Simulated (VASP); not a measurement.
# AlN (P6_3mc) in VASP: further runs

Runs on AlN. Level: PBE. Tasks: relaxation of cell and atoms, relaxation of shape and atoms at fixed volume.

Everything below comes from runs of VASP 6.6.1. Logs are shortened: lines on timing, memory, paths and dates and some standing lists are left out, and cuts for length are marked.

## (1) Starting point

It takes space group P6_3mc (No. 186, hexagonal). The conventional cell has a = 3.113 Å, b = 3.113 Å, c = 4.981 Å, α = 90.00°, β = 90.00°, γ = 120.00°. Around Al (site symmetry 3m) lie 4 N at 1.89 Å. N (site symmetry 3m) is surrounded by 4 Al at 1.89 Å.

## (2) Relaxation of cell and atoms, PBE

Contents of INCAR:

```
SYSTEM = AlN
PREC = Accurate ; ENCUT = 520
EDIFF = 1E-7 ; ISMEAR = 0
SIGMA = 0.02 ; LREAL = .False.
LASPH = .True. ; NELM = 60
ALGO = Normal ; ISIF = 3
LWAVE = .False. ; LCHARG = .False.
GGA = PE ; IBRION = 2
NSW = 80 ; EDIFFG = -0.002
```

Contents of KPOINTS:

```
regular mesh
0
Gamma
  3 3 1
  0 0 0
```

Contents of POSCAR:

```
AlN
1.0
    3.1130000000      0.0000000000      0.0000000000
   -1.5565000000      2.6959370800      0.0000000000
    0.0000000000      0.0000000000      4.9810000000
Al N
2 2
Direct
    0.3333333300      0.6666666700      0.0000000000
    0.6666666700      0.3333333300      0.5000000000
    0.3333333300      0.6666666700      0.3800000000
    0.6666666700      0.3333333300      0.8800000000
```

Potentials or basis: VASP PAW PBE potentials, release 64 (Al, N).

Started as:

```sh
> cat potpaw_PBE.64/Al/POTCAR potpaw_PBE.64/N/POTCAR > POTCAR
> mpirun -np 1 vasp_std > vasp.out
```

OUTCAR:

```text
SYSTEM = AlN
   PREC = Accurate
   ENCUT = 520
   EDIFF = 1E-7
   ISMEAR = 0
   LREAL = .False.
   LASPH = .True.
   NELM = 60
   ISIF = 3
   GGA = PE
   IBRION = 2
   NSW = 80
   EDIFFG = -0.002

 ion  position               nearest neighbor table
   1  0.333  0.667  0.000-   3 1.89   4 1.89   4 1.89   4 1.89   2 3.07   2 3.07   2 3.07   2 3.07
                             2 3.07   2 3.07
   2  0.667  0.333  0.500-   4 1.89   3 1.89   3 1.89   3 1.89   1 3.07   1 3.07   1 3.07   1 3.07
                             1 3.07   1 3.07
   3  0.333  0.667  0.380-   1 1.89   2 1.89   2 1.89   2 1.89
   4  0.667  0.333  0.880-   2 1.89   1 1.89   1 1.89   1 1.89

  LATTYP: Found a hexagonal cell.
 ALAT       =     3.1130000000
 C/A-ratio  =     1.6000642467

  Lattice vectors:

 A1 = (   3.1130000000,   0.0000000000,   0.0000000000)
 A2 = (  -1.5565000000,   2.6959370800,   0.0000000000)
 A3 = (   0.0000000000,   0.0000000000,   4.9810000000)

Analysis of symmetry for initial positions (statically):
=====================================================================
 Subroutine PRICEL returns:
 Original cell was already a primitive cell.

 Routine SETGRP: Setting up the symmetry group for a
 hexagonal supercell.

 Subroutine GETGRP returns: Found 12 space group operations
 (whereof  6 operations were pure point group operations)
 out of a pool of 24 trial point group operations.

The static configuration has the point symmetry C_3v.
 The point group associated with its full space group is C_6v.

Analysis of symmetry for dynamics (positions and initial velocities):
=====================================================================
 Subroutine PRICEL returns:
 Original cell was already a primitive cell.

 Routine SETGRP: Setting up the symmetry group for a
 hexagonal supercell.

 Subroutine GETGRP returns: Found 12 space group operations
 (whereof  6 operations were pure point group operations)
 out of a pool of 24 trial point group operations.

The dynamic configuration has the point symmetry C_3v.
 The point group associated with its full space group is C_6v.

 Subroutine INISYM returns: Found 12 space group operations
 (whereof  6 operations are pure point group operations),
 and found     1 'primitive' translations

----------------------------------------------------------------------------------------

                                     Primitive cell

  volume of cell :      41.8028

  direct lattice vectors                    reciprocal lattice vectors
     3.113000000  0.000000000  0.000000000     0.321233537  0.185464269  0.000000000
    -1.556500000  2.695937080  0.000000000     0.000000000  0.370928538  0.000000000
     0.000000000  0.000000000  4.981000000     0.000000000  0.000000000  0.200762899

  length of vectors
     3.113000000  3.112999998  4.981000000     0.370928538  0.370928538  0.200762899

  position of ions in fractional coordinates (direct lattice)
     0.333333330  0.666666670  0.000000000
     0.666666670  0.333333330  0.500000000
     0.333333330  0.666666670  0.380000000
     0.666666670  0.333333330  0.880000000

  ion indices of the primitive-cell ions
   primitive index   ion index
                 1           1
                 2           2
                 3           3
                 4           4

----------------------------------------------------------------------------------------

 KPOINTS: regular mesh

Automatic generation of k-mesh.
 Grid dimensions read from file:
 generate k-points for:    3    3    1

 Generating k-lattice:

  Cartesian coordinates                     Fractional coordinates (reciprocal lattice)
     0.107077846  0.061821423  0.000000000     0.333333333 -0.000000000  0.000000000
     0.000000000  0.123642846  0.000000000     0.000000000  0.333333333  0.000000000
     0.000000000  0.000000000  0.200762899     0.000000000  0.000000000  1.000000000

  Length of vectors
     0.123642846  0.123642846  0.200762899

  Shift w.r.t. Gamma in fractional coordinates (k-lattice)
     0.000000000  0.000000000  0.000000000

 Subroutine IBZKPT returns following result:
 ===========================================

 Found      3 irreducible k-points:

 Following reciprocal coordinates:
            Coordinates               Weight
  0.000000  0.000000  0.000000      1.000000
  0.333333  0.000000  0.000000      6.000000
  0.333333  0.333333  0.000000      2.000000
   k-points           NKPTS =      3   k-points in BZ     NKDIM =      3   number of bands    NBANDS=     12
   number of dos      NEDOS =    301   number of ions     NIONS =      4
   total plane-waves  NPLWV =  23040
   dimension x,y,z NGX =    24 NGY =   24 NGZ =   40
   dimension x,y,z NGXF=    48 NGYF=   48 NGZF=   80
   ions per type =               2   2
   NGX,Y,Z   is equivalent  to a cutoff of  12.82, 12.82, 13.35 a.u.
   NGXF,Y,Z  is equivalent  to a cutoff of  25.63, 25.63, 26.70 a.u.
 SYSTEM =  AlN
   PREC   = accura    normal or accurate (medium, high low for compatibility)
   ISTART =      0    job   : 0-new  1-cont  2-samecut
   ICHARG =      2    charge: 1-file 2-atom 10-const
   ISPIN  =      1    spin polarized calculation?
   LNONCOLLINEAR =      F non collinear calculations
   LSORBIT =      F    spin-orbit coupling
   LASPH  =      T    aspherical Exc in radial PAW
   ENCUT  =  520.0 eV  38.22 Ry    6.18 a.u.   5.79  5.79  9.26*2*pi/ulx,y,z
   NELM   =     60;   NELMIN=  2; NELMDL= -5     # of ELM steps
   EDIFF  = 0.1E-06   stopping-criterion for ELM
   LREAL  =      F    real-space projection
   EDIFFG = -.2E-02   stopping-criterion for IOM
   NSW    =     80    number of steps for IOM
   IBRION =      2    ionic relax: 0-MD 1-quasi-New 2-CG
   NFREE  =      1    steps in history (QN), initial steepest desc. (CG)
   ISIF   =      3    stress and relaxation
   ISYM   =      2    0-nonsym 1-usesym 2-fastsym
   POTIM  = 0.5000    time-step for ionic-motion
   TEBEG  =    0.0;   TEEND  =   0.0 temperature during run
   PSTRESS=    0.0 pullay stress
   NELECT =      16.0000    total number of electrons
   NUPDOWN=      -1.0000    fix difference up-down
   EMIN   =  10.00;   EMAX   =-10.00  energy-range for DOS
   EFERMI =   0.00;   METHOD = LEGACY
   ISMEAR =     0;   SIGMA  =   0.02  broadening in eV -4-tet -1-fermi 0-gaus
   EFERMI_NEDOS =   21; number of points for ismear=-14 and -15
   IALGO  =     38    algorithm
   IMIX   =      4    mixing-type and parameters
     AMIX     =   0.40;   BMIX     =  1.00
     AMIX_MAG =   1.60;   BMIX_MAG =  1.00
  volume/ion in A,a.u.               =      10.45        70.52
  Fermi-wavevector in a.u.,A,eV,Ry     =   1.188629  2.246183 19.222843  1.412839
  Thomas-Fermi vector in A             =   2.324754
   LORBIT       =      0    0 simple, 1 ext, 2 COOP (PROOUT), +10 PAW based schemes
   GGA     = PE    functional components
   LHFCALC =     F    Hartree Fock is set to
   AEXX    =    0.0000 exact exchange contribution
   IVDW    =     0    specifies the selected vdW correction
   LEPSILON=     F    determine dielectric tensor
   LRPA    =     F    only Hartree local field effects (RPA)
 conjugate gradient relaxation of ions
 non-spin polarized calculation
 Gauss-broadening in eV      SIGMA  =   0.02
  energy-cutoff  :      520.00
  volume of cell :       41.80
 maximum number of plane-waves:      1152
 NGX is ok and might be reduce to    24
   NGX = 11   NGY = 11   NGZ = 19

--------------------------------------- Ionic step        1  -------------------------------------------

 number of electron      15.9999997 magnetization

 Free energy of the ion-electron system (eV)
  ---------------------------------------------------
  ext. energy  EPLUGINS =         0.00000000
  ---------------------------------------------------
  free energy    TOTEN  =       -29.79408132 eV

  energy without entropy =      -29.79408132  energy(sigma->0) =      -29.79408132

------------------------ aborting loop because EDIFF is reached ----------------------------------------

  FORCE on cell =-STRESS in cart. coord.  units (eV):
  Direction    XX          YY          ZZ          XY          YZ          ZX
  --------------------------------------------------------------------------------------
  -------------------------------------------------------------------------------------
  Total        1.3144967      1.3144967      0.1137902      0.0000000      0.0000000      0.0000000
  in kB       50.3807551     50.3807551      4.3612410      0.0000000      0.0000000      0.0000000
  external PRESSURE =      35.0409171 kB  Pullay stress =       0.0000000 kB

 VOLUME and BASIS-vectors are now :
 -----------------------------------------------------------------------------
  energy-cutoff  :      520.00
  volume of cell :       41.80
      direct lattice vectors                 reciprocal lattice vectors
     3.113000000  0.000000000  0.000000000     0.321233537  0.185464269  0.000000000
    -1.556500000  2.695937080  0.000000000     0.000000000  0.370928538  0.000000000
     0.000000000  0.000000000  4.981000000     0.000000000  0.000000000  0.200762899
[... 191 lines left out ...]
 POSITION                                       TOTAL-FORCE (eV/Angst)
 -----------------------------------------------------------------------------------
     -0.00000      1.81964      4.91634         0.000000      0.000000      0.018414
      1.57585      0.90982      2.44847         0.000000     -0.000000      0.018414
     -0.00000      1.81964      1.89498        -0.000000     -0.000000     -0.018414
      1.57585      0.90982      4.36285         0.000000      0.000000     -0.018414
 -----------------------------------------------------------------------------------
    total drift:                               -0.000009      0.000005     -0.000540

  FREE ENERGIE OF THE ION-ELECTRON SYSTEM (eV)
  ---------------------------------------------------
  free  energy   TOTEN  =       -29.8174346721 eV

  energy  without entropy=      -29.8174346721  energy(sigma->0) =      -29.81743467

--------------------------------------- Ionic step        7  -------------------------------------------

 number of electron      16.0000000 magnetization

 Free energy of the ion-electron system (eV)
  ---------------------------------------------------
  ext. energy  EPLUGINS =         0.00000000
  ---------------------------------------------------
  free energy    TOTEN  =       -29.81747082 eV

  energy without entropy =      -29.81747082  energy(sigma->0) =      -29.81747082

 E-fermi :   6.2731     XC(G=0): -10.8285

 val. band max:        6.1847366851   @ k =   0.0000   0.0000   0.0000
 cond. band min:      10.1019293923   @ k =   0.0000   0.0000   0.0000
 fundamental gap:      3.9171927072
 Fermi energy:         6.2731434682

 k-point     1 :       0.0000    0.0000    0.0000
  band No.  band energies     occupation
      1      -9.0759      2.00000
      2      -6.8843      2.00000
      3       0.1884      2.00000
      4       5.0379      2.00000
      5       5.0379      2.00000
      6       5.7496      2.00000
      7       5.7496      2.00000
      8       6.1847      2.00000
      9      10.1019      0.00000
     10      12.3444      0.00000
     11      16.6836      0.00000
     12      16.8260      0.00000

 k-point     2 :       0.3333    0.0000    0.0000
  band No.  band energies     occupation
      1      -7.8799      2.00000
      2      -6.4330      2.00000
      3       1.5371      2.00000
      4       1.6983      2.00000
      5       2.7460      2.00000
      6       4.0756      2.00000
      7       5.2364      2.00000
      8       5.4493      2.00000
      9      12.1211      0.00000
     10      12.7701      0.00000
     11      13.8674      0.00000
     12      16.1151      0.00000

 k-point     3 :       0.3333    0.3333    0.0000
  band No.  band energies     occupation
      1      -6.6550      2.00000
      2      -6.6550      2.00000
      3       1.2245      2.00000
      4       2.2572      2.00000
      5       2.2572      2.00000
      6       3.6625      2.00000
      7       3.6947      2.00000
      8       3.6947      2.00000
      9      11.2205      0.00000
     10      14.2438      0.00000
     11      15.5391      0.00000
     12      15.5391      0.00000

------------------------ aborting loop because EDIFF is reached ----------------------------------------

  FORCE on cell =-STRESS in cart. coord.  units (eV):
  Direction    XX          YY          ZZ          XY          YZ          ZX
  --------------------------------------------------------------------------------------
  -------------------------------------------------------------------------------------
  Total        0.0036624      0.0036624      0.0003032      0.0000000      0.0000000      0.0000000
  in kB        0.1382402      0.1382402      0.0114448      0.0000000      0.0000000      0.0000000
  external PRESSURE =       0.0959750 kB  Pullay stress =       0.0000000 kB
[... 10 lines left out ...]
 POSITION                                       TOTAL-FORCE (eV/Angst)
 -----------------------------------------------------------------------------------
     -0.00000      1.81970      4.91509         0.000000     -0.000000     -0.000516
      1.57590      0.90985      2.44813        -0.000000     -0.000000     -0.000516
     -0.00000      1.81970      1.89370         0.000000     -0.000000      0.000516
      1.57590      0.90985      4.36066        -0.000000      0.000000      0.000516
 -----------------------------------------------------------------------------------
    total drift:                               -0.000009      0.000005     -0.000339

  FREE ENERGIE OF THE ION-ELECTRON SYSTEM (eV)
  ---------------------------------------------------
  free  energy   TOTEN  =       -29.8174708160 eV

  energy  without entropy=      -29.8174708160  energy(sigma->0) =      -29.81747082

 reached required accuracy - stopping structural energy minimisation
```

Wall time 11 s (1 thread of Intel Xeon Platinum 8488C (Sapphire Rapids), shared host); peak memory 0.15 GiB.

What came out:

```
Free energy                            : -29.8175 eV
Relaxed volume                         : 10.61 Å³/atom
Relaxed cell                           : a = 3.152 Å, b = 3.152 Å, c = 4.934 Å, α = 90.00°, β = 90.00°, γ = 120.00°
Space group after relaxing (to 0.05 Å) : P6_3mc (No. 186)
Energy gained by relaxing              : 5.8 meV/atom
Ionic steps                            : 7
Pressure after relaxing                : 0.0 GPa
Band gap on the k mesh                 : 3.92 eV, direct
```

The path:
| step | energy change (eV) | largest force (eV/Å) | pressure (GPa) | volume (Å³) |
| --- | --- | --- | --- | --- |
| 1 | 0.0000 | 0.2111 | 3.50 | 41.80 |
| 2 | -0.0136 | 0.0968 | -3.18 | 43.20 |
| 3 | -0.0171 | 0.1324 | -1.17 | 42.76 |
| 4 | -0.0227 | 0.0536 | -0.34 | 42.54 |
| 5 | -0.0234 | 0.0182 | 0.07 | 42.43 |
| 6 | -0.0234 | 0.0184 | -0.06 | 42.46 |
| 7 | -0.0234 | 0.0005 | 0.01 | 42.45 |

Final structure:
```
CELL_PARAMETERS angstrom
3.15181 0.00000 0.00000
-1.57590 2.72955 0.00000
0.00000 0.00000 4.93391
ATOMIC_POSITIONS crystal
Al 0.33333 0.66667 0.99619
Al 0.66667 0.33333 0.49619
N 0.33333 0.66667 0.38381
N 0.66667 0.33333 0.88381
```

Caveat: the k mesh is coarse (spacing up to 1.26 Å⁻¹), so the values aren't converged. PBE usually gives volumes a little too large and moduli too small.

## (3) Relaxation of cell and atoms, PBE

This run uses another cell than the first one, of 10.61 Å³/atom, 1.015 times its volume.

INCAR is that of step 2.

KPOINTS is that of step 2.

Contents of POSCAR:

```
AlN                                     
1.0
    3.1518082879      0.0000000000     -0.0000000000
   -1.5759041440      2.7295460431      0.0000000000
    0.0000000000      0.0000000000      4.9339071426
  Al              N             
     2     2
Direct
     0.3333333300000021    0.6666666699999979    0.9961855878091893
     0.6666666699999979    0.3333333300000021    0.4961855878091894
     0.3333333300000021    0.6666666699999979    0.3838144121908132
     0.6666666699999979    0.3333333300000021    0.8838144121908132
```

Potentials or basis: VASP PAW PBE potentials, release 64 (Al, N).

Started as:

```sh
> cat potpaw_PBE.64/Al/POTCAR potpaw_PBE.64/N/POTCAR > POTCAR
> mpirun -np 1 vasp_std > vasp.out
```

It took 2.6 s on 1 thread of Intel Xeon Platinum 8488C (Sapphire Rapids), shared host; peak memory 0.14 GiB.

The run converged. Its results:

```
Free energy             : -29.8178 eV
Pressure after relaxing : 0.0 GPa
Band gap on the k mesh  : 3.92 eV, direct
```

Final structure:
```
CELL_PARAMETERS angstrom
3.15181 0.00000 0.00000
-1.57590 2.72955 0.00000
0.00000 0.00000 4.93391
ATOMIC_POSITIONS crystal
Al 0.33333 0.66667 0.99619
Al 0.66667 0.33333 0.49619
N 0.33333 0.66667 0.38381
N 0.66667 0.33333 0.88381
```

Levels at points of the mesh, in eV from the valence-band top:
```tsv
k point	band 6	band 7	band 8	band 9	band 10	band 11
(0.00, 0.00, 0.00)	-0.44	-0.44	0.00	3.92	6.16	10.50
```

Caveat: the k mesh is coarse (spacing up to 1.27 Å⁻¹), so the values aren't converged; the relaxation stopped at its first step, so nothing moved.

## (4) Relaxation of shape and atoms at fixed volume, PBE

This run uses another cell than the first one, of 10.61 Å³/atom, 1.015 times its volume.

INCAR, as its differences from that of step 3:

```diff
@@ -5,3 +5,3 @@
 LASPH = .True. ; NELM = 60
-ALGO = Normal ; ISIF = 3
+ALGO = Normal ; ISIF = 4
 LWAVE = .False. ; LCHARG = .False.
```

KPOINTS is that of step 3.

Contents of POSCAR:

```
AlN                                     
1.0
    3.1518082879      0.0000000000      0.0000000000
   -1.5759041440      2.7295460431      0.0000000000
    0.0000000000      0.0000000000      4.9339071426
  Al              N             
     2     2
Direct
     0.3333333300000021    0.6666666699999979    0.9961855878091868
     0.6666666699999979    0.3333333300000021    0.4961855878091868
     0.3333333300000021    0.6666666699999979    0.3838144121908158
     0.6666666699999979    0.3333333300000021    0.8838144121908158
```

Started as:

```sh
> cat potpaw_PBE.64/Al/POTCAR potpaw_PBE.64/N/POTCAR > POTCAR
> mpirun -np 1 vasp_std > vasp.out
```

Wall time 2.7 s (1 thread of Intel Xeon Platinum 8488C (Sapphire Rapids), shared host); peak memory 0.14 GiB.

It converged, with:

* Free energy: -29.8178 eV
* Pressure after relaxing: 0.0 GPa
* Band gap on the k mesh: 3.92 eV, direct

Final structure:
```yaml
crystal:
  lattice:
    - [3.15181, 0.00000, 0.00000]
    - [-1.57590, 2.72955, 0.00000]
    - [0.00000, 0.00000, 4.93391]
  atoms:
    - { symbol: Al, position: [0.33333, 0.66667, 0.99619] }
    - { symbol: Al, position: [0.66667, 0.33333, 0.49619] }
    - { symbol: N, position: [0.33333, 0.66667, 0.38381] }
    - { symbol: N, position: [0.66667, 0.33333, 0.88381] }
```

Levels at points of the mesh, in eV from the valence-band top:
| k point | band 6 | band 7 | band 8 | band 9 | band 10 | band 11 |
| --- | --- | --- | --- | --- | --- | --- |
| (0.00, 0.00, 0.00) | -0.44 | -0.44 | 0.00 | 3.92 | 6.16 | 10.50 |

Caveat: the k mesh is coarse (spacing up to 1.27 Å⁻¹), so the values aren't converged; the relaxation stopped at its first step, so nothing moved. PBE gaps usually lie below the measured ones, often by a third to a half.
